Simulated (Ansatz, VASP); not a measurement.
**InF3: VASP beside Ansatz**

One calculation is typed for both programs; each brings its own data sets. How far apart do they land? The cell is taken from a series of runs on this material, whose earlier steps may have relaxed, scaled, displaced or heated it; both programs get it as it stands.

Calculated with Ansatz 0.2.0; plane waves, with VASP 6.6.1 beside it; HSE06.

## 1. Starting point

The structure is trigonal, space group R-3c (No. 167). The conventional cell has a = 5.204 Å, b = 5.204 Å, c = 14.723 Å, α = 90.00°, β = 90.00°, γ = 120.00°. In has 6 F at 2.08 Å nearest. Nearest to F lie 2 In at 2.08 Å. Farther neighbours and most contacts between anions are not listed.

## 2. Ansatz: single point, HSE06

Ansatz runs on its default PAW (the set named soft_2) files.

With cell and atoms fixed, the geometry can't cause a difference; cores, projectors, grids and the points listed under the comparison can.

input.yaml reads:

```yaml
crystal:
  lattice:
    - [2.6021411829, 1.5023469124, 4.9075061345]
    - [-2.6021411829, 1.5023469124, 4.9075061345]
    - [0.0, -3.0046938249, 4.9075061345]
  atoms:
    - { symbol: In, position: [0.5, 0.5, 0.5] }
    - { symbol: In, position: [0.0, 0.0, 0.0] }
    - { symbol: F, position: [0.39570922, 0.75, 0.10429078] }
    - { symbol: F, position: [0.75, 0.10429078, 0.39570922] }
    - { symbol: F, position: [0.89570922, 0.60429078, 0.25] }
    - { symbol: F, position: [0.25, 0.89570922, 0.60429078] }
    - { symbol: F, position: [0.60429078, 0.25, 0.89570922] }
    - { symbol: F, position: [0.10429078, 0.39570922, 0.75] }
kpoints:
  mp_grid: { grid: [4, 4, 4] }
  band_path:
    path:
      - [0.0, 0.0, 0.0]
      - [0.5, 0.5, 0.5]
      - [0.77085528, 0.22914472, 0.5]
      - [0.5, -0.22914472, 0.22914472]
      - [0.5, 0.0, 0.0]
      - [0.36457236, -0.36457236, 0.0]
      - [0.63542764, 0.0, 0.36457236]
      - [0.5, 0.0, 0.5]
    npoints: 1
hamiltonian:
  xc: hse06
scf:
  occupations: { method: fixed }
  n_extra_bands: 6
output:
  eigenvalues: true
```

Run with:

```sh
$ ansatz run input.yaml --threads 3 --pin off --max-ram 92160MiB --backend cuda --devices 1 --max-vram 13GiB --events-out ev --progress --plain --runs-dir out
```

Numbers of over 12 decimals in the logs are rounded to 6 here.

What it wrote:

```text
scf.n_extra_bands = 6 over 34 filled bands (N_el = 68.0): the run solves 40 bands
GPUs: using 1 of 1 available (devices: 1).
Engine: ansatz 0.2.0, x86_64-unknown-linux-gnu
Pseudopotentials: kind: paw
Pseudopotential: In, paw, valence charge 13, recommended cutoff 420 eV (normal), In.paw.azcp
Pseudopotential: F, paw, valence charge 7, recommended cutoff 420 eV (normal), F.paw.azcp
Functional definition: HSE06
  parameter a = 0.25
  parameter omega = 0.11/bohr
  exchange = pbe_x - a*pbe_x_sr(omega) + a*exact_x_sr(omega)
  correlation = pbe_c
davidson cushion auto → on  (no smearing: the cushion is to keep the highest requested band from converging to the state above it; pin scf.eigensolver.cushion to override)
device memory: the entry about to start is reckoned to put 2.3 GiB on a device that reports 33.7 GiB free (of which the cap on the GPU budget leaves the run 13.0 GiB)
GPU FFT provider: cuFFT
GPU libraries: cuBLAS 13.8.2, cuFFT 12.4.0, cuSOLVER 12.3.4
Crystal: 8 atoms, lattice volume = 115.110 Å³
Basis set: ecut = 420 eV, 2249 PW (Γ)
Bands: 40, of which v1, the nominal top of the filled ones, is band 34 counted from 1 (33 counted from 0)
Symmetry: 12 space group operations
Space group: R-3c (ITA 167), of the structure as read, at distance tolerance 4.9e-5 Å
k-points: 13 of 64
Non-local potential: In, projectors of the file, l = 0: 2, l = 1: 2, l = 2: 2, l = 3: 2
Non-local potential: F, projectors of the file, l = 0: 2, l = 1: 2, l = 2: 1
PAW form: soft (Blöchl's): semilocal exchange-correlation on the pseudo side does not see the compensation charge
PAW frozen core: In, regenerated for the run's functional, and the local potential with it (the file was generated under x = pbe(κ = 0.804, μ = 0.219515), c = pbe(β = 0.066725))
PAW frozen core: F, regenerated for the run's functional, and the local potential with it (the file was generated under x = pbe(κ = 0.804, μ = 0.219515), c = pbe(β = 0.066725))
PAW one-centre angular grid: In, 590 points (default); XC on 64 Gauss nodes
PAW one-centre angular grid: F, 110 points (default); XC on 64 Gauss nodes
Initial density: superposition of atomic densities (neutral atoms: chi_scale 0, normalization atom), corrected by the library's trained network
Initial wavefunctions: pseudopotential atomic-orbital guess
GPU buffer pool allocated for 64000 grid points (all kernels)
GPU transforms: local potential and band sums: pruned to the plane-wave sphere, on 40×40×40
Functional: x = pbe(κ = 0.804, μ = 0.219515), c = pbe(β = 0.066725), warm-up for x = pbe(κ = 0.804, μ = 0.219515) + 0.25 (exact − pbe) at short range (hse, ω = 0.207870 Å⁻¹), c = pbe(β = 0.066725); HSE06 as pw.x's `hse` composes it (authors' and Libxc's form: `xc: wpbeh`)
SCF iter   1: F=—  HF=-16049.084389 eV  |F-HF|=—  |Δ(HF+E_count)|=         —  Δρ=1.24e-3  dr2=8.47e-4  ethr=1.77e-3  ⟨swp⟩=2.0  Hψ=3441  notcnv=0
preconditioner: auto → none  [insulator: Δε(μ)=4.294 eV  Ē_g=17.421 eV  n_scr=26 (ndim 8)  ℏωp=28.5 eV  f_vac=0.174]
SCF iter   2: F=-16049.085823 eV  HF=-16049.085667 eV  |F-HF|=1.56e-4  |Δ(HF+E_count)|=   1.28e-3  Δρ=6.00e-4  dr2=1.53e-4  ethr=1.25e-6  ⟨swp⟩=5.9  Hψ=2134  notcnv=0  defer=4
SCF 1 stopped early in 2 iterations: F = -16049.085823 eV  dr2 = 1.53e-4
  greatest PAW one-centre occupation: 0.992 electrons in one spin orbital (limit 2), on the In atom at site 1 (counted from 0), in its partial waves of l = 2
device memory: the entry about to start is reckoned to put 2.9 GiB on a device that reports 30.5 GiB free (of which the cap on the GPU budget leaves the run 13.0 GiB)
GPU FFT provider: cuFFT
GPU libraries: cuBLAS 13.8.2, cuFFT 12.4.0, cuSOLVER 12.3.4
Initial density: handed on by an earlier stage of this run
Initial wavefunctions: those handed on with the density
GPU buffer pool allocated for 64000 grid points (all kernels)
GPU transforms: local potential and band sums: pruned to the plane-wave sphere, on 40×40×40
Functional: x = pbe(κ = 0.804, μ = 0.219515) + 0.25 (exact − pbe) at short range (hse, ω = 0.207870 Å⁻¹), c = pbe(β = 0.066725); HSE06 as pw.x's `hse` composes it (authors' and Libxc's form: `xc: wpbeh`)
Exchange kernel: α = 0.2500, screened, ω = 0.2079 Å⁻¹, Wigner–Seitz truncation, v(0) = 1045.7122 eV·Å³, q-mesh 4×4×4, nearest image of the exchange supercell L = 20.82 Å, pair-density grid 24×24×24, without the augmentation charges, whose exchange is taken in its separable form by FFT convolution over the k-point mesh (sized by the pseudopotential files, 30×32×36 at the most), smooth part of the exact exchange by density-matrix convolution in up to 3.21 GiB of GPU memory as planned if the GPU has room (build and FFT work areas not counted)
Frozen-core exchange: fock
SCF iter   1: F=—  HF=-16056.123564 eV  |F-HF|=—  |Δ(HF+E_count)|=         —  Δρ=1.05e-2  dr2=1.20e-1  ethr=2.25e-6  ⟨swp⟩=8.0  Hψ=2747  notcnv=0
preconditioner: auto → none  [insulator: Δε(μ)=6.495 eV  Ē_g=20.299 eV  n_scr=26 (ndim 8)  ℏωp=28.5 eV  f_vac=0.176]
SCF iter   2: F=—  HF=-16056.092109 eV  |F-HF|=—  |Δ(HF+E_count)|=   3.15e-2  Δρ=6.44e-3  dr2=1.69e-2  ethr=2.25e-6  ⟨swp⟩=4.8  Hψ=2037  notcnv=0
SCF iter   3: F=—  HF=-16056.116686 eV  |F-HF|=—  |Δ(HF+E_count)|=   2.46e-2  Δρ=2.79e-3  dr2=6.65e-3  ethr=2.25e-6  ⟨swp⟩=4.4  Hψ=1923  notcnv=0
SCF iter   4: F=—  HF=-16056.114758 eV  |F-HF|=—  |Δ(HF+E_count)|=   1.93e-3  Δρ=7.24e-4  dr2=5.17e-4  ethr=2.25e-6  ⟨swp⟩=3.0  Hψ=1372  notcnv=0
SCF iter   5: F=—  HF=-16056.115402 eV  |F-HF|=—  |Δ(HF+E_count)|=   6.43e-4  Δρ=5.31e-4  dr2=2.28e-4  ethr=5.84e-7  ⟨swp⟩=3.3  Hψ=1234  notcnv=0  defer=1
iter 6 solved again at ethr=7.62e-10 eV; its pass at ethr=3.12e-7 eV (dr2=5.18e-7 eV) is discarded
SCF iter   6: F=-16056.115330 eV  HF=-16056.115330 eV  |F-HF|=1.06e-7  |Δ(HF+E_count)|=   7.14e-5  Δρ=3.86e-5  dr2=7.56e-7  ethr=7.62e-10  ⟨swp⟩=5.1  Hψ=3231  notcnv=0
SCF 2 stopped early in 6 iterations: F = -16056.115330 eV  dr2 = 7.56e-7
  greatest PAW one-centre occupation: 0.993 electrons in one spin orbital (limit 2), on the In atom at site 0 (counted from 0), in its partial waves of l = 2
hybrid outer 1: dexx = +3.110e-2 eV, tail = 6.39e-5 eV
GPU FFT provider: cuFFT
GPU libraries: cuBLAS 13.8.2, cuFFT 12.4.0, cuSOLVER 12.3.4
GPU buffer pool allocated for 64000 grid points (all kernels)
GPU transforms: local potential and band sums: pruned to the plane-wave sphere, on 40×40×40
Exchange kernel: α = 0.2500, screened, ω = 0.2079 Å⁻¹, Wigner–Seitz truncation, v(0) = 1045.7122 eV·Å³, q-mesh 4×4×4, nearest image of the exchange supercell L = 20.82 Å, pair-density grid 24×24×24, without the augmentation charges, whose exchange is taken in its separable form by FFT convolution over the k-point mesh (sized by the pseudopotential files, 30×32×36 at the most), smooth part of the exact exchange by density-matrix convolution in up to 3.21 GiB of GPU memory as planned if the GPU has room (build and FFT work areas not counted)
Frozen-core exchange: fock
SCF iter   1: F=—  HF=-16056.115074 eV  |F-HF|=—  |Δ(HF+E_count)|=         —  Δρ=6.21e-5  dr2=2.75e-6  ethr=4.70e-7  ⟨swp⟩=3.2  Hψ=1256  notcnv=0
preconditioner: auto → none  [insulator: Δε(μ)=6.439 eV  Ē_g=20.267 eV  n_scr=26 (ndim 8)  ℏωp=28.5 eV  f_vac=0.192]
SCF iter   2: F=—  HF=-16056.115075 eV  |F-HF|=—  |Δ(HF+E_count)|=   6.72e-7  Δρ=1.94e-5  dr2=3.34e-7  ethr=3.68e-9  ⟨swp⟩=4.7  Hψ=1877  notcnv=0
SCF iter   3: F=-16056.115075 eV  HF=-16056.115075 eV  |F-HF|=1.19e-8  |Δ(HF+E_count)|=   7.48e-7  Δρ=1.02e-5  dr2=3.97e-8  ethr=3.95e-10  ⟨swp⟩=5.0  Hψ=1646  notcnv=0  defer=2
SCF 3 converged in 3 iterations: F = -16056.115075 eV  dr2 = 3.97e-8
hybrid outer 2: dexx = +8.945e-7 eV, tail = 1.10e-7 eV, Δε = 3.56e-3 eV (about 1.81e-4 eV left of the loop's levels)
device memory: the entry about to start is reckoned to put 0.8 GiB on a device that reports 31.9 GiB free (of which the cap on the GPU budget leaves the run 13.0 GiB)
NSCF: frozen V_eff on 8 k-points
hybrid SCF converged: 2 outer / 9 inner (+2 warm-up), last move |dexx| = 8.94e-7 eV, tail = 1.10e-7 eV
Stability not checked: this state was not tested for a lower state beside it, because the functional holds exact exchange (a hybrid, or Hartree-Fock), whose exchange loop this test does not read (fock_operator; see scf.lower_state_search)
Free energy (F): -16056.115075 eV
Frozen-core exchange: fock
Harris-Foulkes:  -16056.115075 eV  (|F-HF|=1.19e-8)
Internal energy: -16056.115075 eV  (E = F + TS)
E sigma→0 (E₀):  -16056.115075 eV
Fermi energy:    0.007303 eV
--- Per-component energies (eV) ---
  E_band       = -527.882421
  E_kinetic    = 1740.813640
  E_local      = -6306.842673  (includes V_loc(G=0)·N_el)
  E_nonlocal   = 1179.686478
  E_hartree    = 2427.448416
  E_xc         = -718.571656
  E_vxc        = -638.240516  (∫ρ·V_xc dr)
  E_exx        = -225.436675  (= α·E_x^exact, valence–valence)
  E_paw        = -9501.072118  (= ΣΔE_a)
  E_vpaw       = -907.331726  (= ΣTr[D̂ρ^β])
  E_aug_tail   = 0.012398  (compensation charges beyond the density's cutoff)
  E_ewald      = -4652.994155
  E_core_change = 0.841270  (= ΣΔE_core)
  E_smearing   = -0.000000  (= −TS)
  E_closure    = 0.000000  (closes the sum)
  Σ components = -16056.115075   (vs F -16056.115075, Δ=0.00e0)
--- Band table (eV; the first three rows and the last of 13) ---
  k-point 0: bands = [... 30 lower, -0.1797, -0.1797, 0.0007, 0.0007, 6.4451, 12.3517, 13.0570, 14.2648, ... 2 higher]
  k-point 1: bands = [... 30 lower, -0.2266, -0.2265, -0.1811, -0.1444, 7.3283, 11.1750, 13.6109, 13.6981, ... 2 higher]
  k-point 2: bands = [... 30 lower, -0.3662, -0.3662, -0.2148, -0.2148, 9.2052, 9.2052, 13.6561, 13.6561, ... 2 higher]
  k-point 12: bands = [... 30 lower, -0.1932, -0.1932, -0.1932, -0.1932, 8.9787, 8.9787, 14.4350, 14.4350, ... 2 higher]
```

## 3. VASP: single point, HSE06

The same cell, functional and mesh now go to VASP, with its own data sets.

Lines of VASP's logs that name or quote its potential files are left out, and so is its time.

The run reads the wave functions of an earlier VASP run, which isn't shown here.

INCAR reads:

```
SYSTEM = InF3
PREC = Accurate
ENCUT = 520
EDIFF = 1E-06
NELM = 100
ISMEAR = 0
SIGMA = 0.01
LREAL = .FALSE.
ALGO = Normal
LHFCALC = .TRUE.
AEXX = 0.25
GGA = PE
HFSCREEN = 0.208
LASPH = .TRUE.
NBANDS = 42
PRECFOCK = Fast
LORBIT = 11
LWAVE = .FALSE.
LCHARG = .FALSE.
KPAR = 8
NCORE = 2
ISIF = 2
```

POSCAR reads:

```
InF3
1.0
    2.6021411829      1.5023469124      4.9075061345
   -2.6021411829      1.5023469124      4.9075061345
    0.0000000000     -3.0046938249      4.9075061345
In F
2 6
Direct
    0.5000000000      0.5000000000      0.5000000000
    0.0000000000      0.0000000000      0.0000000000
    0.3957092200      0.7500000000      0.1042907800
    0.7500000000      0.1042907800      0.3957092200
    0.8957092200      0.6042907800      0.2500000000
    0.2500000000      0.8957092200      0.6042907800
    0.6042907800      0.2500000000      0.8957092200
    0.1042907800      0.3957092200      0.7500000000
```

KPOINTS reads:

```
Automatic mesh
0
Gamma
4 4 4
0 0 0
```

PAW data sets: In_d and F (PBE family, release 64).

Run with:

```sh
$ mpirun -np 16 vasp_std
```

What it wrote:

```text
[banner, memory and clock lines left out]
running   16 mpi-ranks, on    1 nodes
 distrk:  each k-point on    2 cores,    8 groups
 distr:  one band on    2 cores,    1 groups

 POSCAR found type information on POSCAR InF
 POSCAR found :  2 types and       8 ions
 LDA part: xc-table for (Slater+PW92), standard interpolation
 found WAVECAR, reading the header
 POSCAR, INCAR and KPOINTS ok, starting setup
 FFT: planning ... GRIDC
 FFT: planning ... GRID_SOFT
 FFT: planning ... GRID
 reading WAVECAR
 the WAVECAR file was read successfully
 initial charge from wavefunction
 entering main loop
       N       E                     dE             d eps       ncg     rms          rms(c)
DAV:   1    -0.465016509481E+02   -0.46502E+02   -0.11612E+00  1328   0.935E+00    0.247E+00
DAV:   2    -0.465078081266E+02   -0.61572E-02   -0.14053E-01  1430   0.262E+00    0.494E+00
DAV:   3    -0.465018308585E+02    0.59773E-02   -0.26149E-02  1632   0.116E+00    0.397E+00
DAV:   4    -0.465010968839E+02    0.73397E-03   -0.18559E-03  1324   0.380E-01    0.238E+00
DAV:   5    -0.465006010968E+02    0.49579E-03   -0.43192E-04  1580   0.220E-01    0.143E+00
DAV:   6    -0.465004722123E+02    0.12888E-03   -0.10468E-04  1198   0.928E-02    0.865E-01
DAV:   7    -0.465004317920E+02    0.40420E-04   -0.18244E-05  1590   0.459E-02    0.531E-01
DAV:   8    -0.465004205332E+02    0.11259E-04   -0.81595E-06  1488   0.289E-02    0.321E-01
DAV:   9    -0.465004181267E+02    0.24066E-05   -0.21832E-06   974   0.159E-02    0.192E-01
DAV:  10    -0.465004179550E+02    0.17171E-06   -0.17113E-06   796   0.119E-02
   1 F= -.46500418E+02 E0= -.46500418E+02  d E =-.182896E-39
```

OUTCAR, selected parts (step 3):

```text
ion  position               nearest neighbor table
   1  0.500  0.500  0.500-   4 2.08   6 2.08   5 2.08   8 2.08   7 2.08   3 2.08   2 3.88   2 3.88
                             2 3.88   2 3.88   2 3.88   2 3.88
   2  0.000  0.000  0.000-   3 2.08   7 2.08   5 2.08   8 2.08   4 2.08   6 2.08   1 3.88   1 3.88
                             1 3.88   1 3.88   1 3.88   1 3.88
   3  0.396  0.750  0.104-   2 2.08   1 2.08
   4  0.750  0.104  0.396-   1 2.08   2 2.08
   5  0.896  0.604  0.250-   1 2.08   2 2.08
   6  0.250  0.896  0.604-   1 2.08   2 2.08
   7  0.604  0.250  0.896-   2 2.08   1 2.08
   8  0.104  0.396  0.750-   1 2.08   2 2.08

  LATTYP: Found a trigonal (rhomboedric) cell.
 ALAT       =     5.7542854848
 COS(alpha) =     0.5910135697

 Subroutine GETGRP returns: Found 12 space group operations
 (whereof  6 operations were pure point group operations)

The static configuration has the point symmetry S_6 .
 The point group associated with its full space group is D_3d.

 Found     13 irreducible k-points:

   k-points           NKPTS =     13   k-points in BZ     NKDIM =     64   number of bands    NBANDS=     42

   dimension x,y,z NGX =    48 NGY =   48 NGZ =   48
   dimension x,y,z NGXF=    96 NGYF=   96 NGZF=   96

   ENCUT  =  520.0 eV  38.22 Ry    6.18 a.u.  10.70 10.70 10.70*2*pi/ulx,y,z

   NELECT =      68.0000    total number of electrons

 k-points in reciprocal lattice and weights: Automatic mesh
   0.00000000  0.00000000  0.00000000       0.016
   0.25000000  0.00000000  0.00000000       0.094
   0.50000000  0.00000000  0.00000000       0.047
   0.25000000  0.25000000  0.00000000       0.094
   0.50000000  0.25000000  0.00000000       0.188
  -0.25000000  0.25000000  0.00000000       0.094
   0.50000000  0.50000000  0.00000000       0.047
   0.25000000  0.25000000  0.25000000       0.031
   0.50000000  0.25000000  0.25000000       0.094
  -0.25000000  0.25000000  0.25000000       0.094
   0.50000000  0.50000000  0.25000000       0.094
  -0.25000000  0.50000000  0.25000000       0.094
   0.50000000  0.50000000  0.50000000       0.016

  exchange ACFDT corr.  =         0.00000000  see jH, gK, PRB 81, 115126

 average (electrostatic) potential at core
       1 -91.9862       2 -91.9862       3 -69.7584       4 -69.7584       5 -69.7584
       6 -69.7584       7 -69.7584       8 -69.7584

 E-fermi :  -2.4418

 k-point     1 :       0.0000    0.0000    0.0000
  band No.  band energies     occupation
    ...
     30      -2.8329      2.00000
     31      -2.7196      2.00000
     32      -2.7196      2.00000
     33      -2.5397      2.00000
     34      -2.5397      2.00000
     35       3.8681      0.00000
     36       9.7993      0.00000
     37      10.4900      0.00000
     38      11.7031      0.00000
     39      11.7031      0.00000
    ...

 k-point     2 :       0.2500    0.0000    0.0000
  band No.  band energies     occupation
    ...
     30      -2.9319      2.00000
     31      -2.7675      2.00000
     32      -2.7670      2.00000
     33      -2.7219      2.00000
     34      -2.6845      2.00000
     35       4.7552      0.00000
     36       8.6147      0.00000
     37      11.0532      0.00000
     38      11.1341      0.00000
     39      11.8358      0.00000
    ...

 k-point     3 :       0.5000    0.0000    0.0000
  band No.  band energies     occupation
    ...
     30      -3.0614      2.00000
     31      -2.9069      2.00000
     32      -2.9069      2.00000
     33      -2.7552      2.00000
     34      -2.7552      2.00000
     35       6.6382      0.00000
     36       6.6382      0.00000
     37      11.1024      0.00000
     38      11.1024      0.00000
     39      12.0614      0.00000
    ...

  Total        0.5149622      0.5149622      0.5421359     -0.0000000     -0.0000000      0.0000000
  in kB        7.1675829      7.1675829      7.5458053     -0.0000000     -0.0000000      0.0000000
  external PRESSURE =       7.2936570 kB  Pullay stress =       0.0000000 kB

  energy-cutoff  :      520.00
  volume of cell :      115.11
      direct lattice vectors                 reciprocal lattice vectors
     2.602141183  1.502346912  4.907506135     0.192149451  0.110937537  0.067923162
    -2.602141183  1.502346912  4.907506135    -0.192149451  0.110937537  0.067923162
     0.000000000 -3.004693825  4.907506135     0.000000000 -0.221875075  0.067923162

 POSITION                                       TOTAL-FORCE (eV/Angst)
 -----------------------------------------------------------------------------------
      0.00000     -0.00000      7.36126         0.000000     -0.000000     -0.000000
      0.00000      0.00000      0.00000         0.000000     -0.000000     -0.000000
     -0.92191      1.40789      6.13438        -0.044690     -0.077406     -0.000000
      1.68023      0.09446      6.13438        -0.044690      0.077406     -0.000000
      0.75831      1.50235      8.58814        -0.089380     -0.000000      0.000000
     -1.68023     -0.09446      8.58814         0.044690     -0.077406     -0.000000
      0.92191     -1.40789      8.58814         0.044690      0.077406     -0.000000
     -0.75831     -1.50235      6.13438         0.089380      0.000000      0.000000
 -----------------------------------------------------------------------------------
    total drift:                                0.000001      0.000000      0.000016

  FREE ENERGIE OF THE ION-ELECTRON SYSTEM (eV)
  ---------------------------------------------------
  free  energy   TOTEN  =       -46.5004179550 eV

  energy  without entropy=      -46.5004179550  energy(sigma->0) =      -46.50041795

 total charge
# of ion       s       p       d       tot
------------------------------------------
    1        0.513   0.570  10.115  11.198
    2        0.513   0.570  10.115  11.198
    3        1.744   4.402   0.000   6.146
    4        1.744   4.402   0.000   6.146
    5        1.744   4.402   0.000   6.146
    6        1.744   4.402   0.000   6.146
    7        1.744   4.402   0.000   6.146
    8        1.744   4.402   0.000   6.146
--------------------------------------------------
tot         11.489  27.551  20.230  59.270

[... 3 further parts left out ...]
```

The run ends at a pressure of 0.73 GPa, with forces up to 0.089 eV/Å.

## 4. Differences

Known differences besides the potentials themselves: exact exchange at q = 0 is treated differently, which shows on coarse meshes; VASP keeps PBE cores, Ansatz makes them for the functional; fixed occupations in Ansatz, narrow Gaussian smearing in VASP; the cutoff is 420 eV in Ansatz and 520 eV in VASP; VASP takes a coarser grid for exact exchange (PRECFOCK = Fast). Total energies have different zeros and are not compared.

The two programs side by side:

```tsv
quantity	Ansatz	VASP	difference
gap on the k mesh (eV)	6.438	6.401	+0.037
```

A gap on the mesh is an upper bound, since the band edges may lie between its points.

## 5. Outcome

| Property | Result |
| --- | --- |
| difference in gap on the k mesh (single point, HSE06) | 0.037 eV |

The difference in gap on the k mesh is 0.037 eV (single point, HSE06), within the 0.08 eV picked in this series as the mark of a large difference. How closely two codes agree says nothing of how well the functional describes the real material.

[Lines on the potential files, build, host, timing and source positions are cut from VASP's logs without a mark.]

[Logs are printed without paths, hosts, clocks, repeated set-up lines and the standing remarks that a program may print on its own settings, such as how far it seeks lower states.]

[Hosts, paths, dates, database ids (printed as entryN), source tags and the programs' standing remarks are cut or masked in the printed files.]
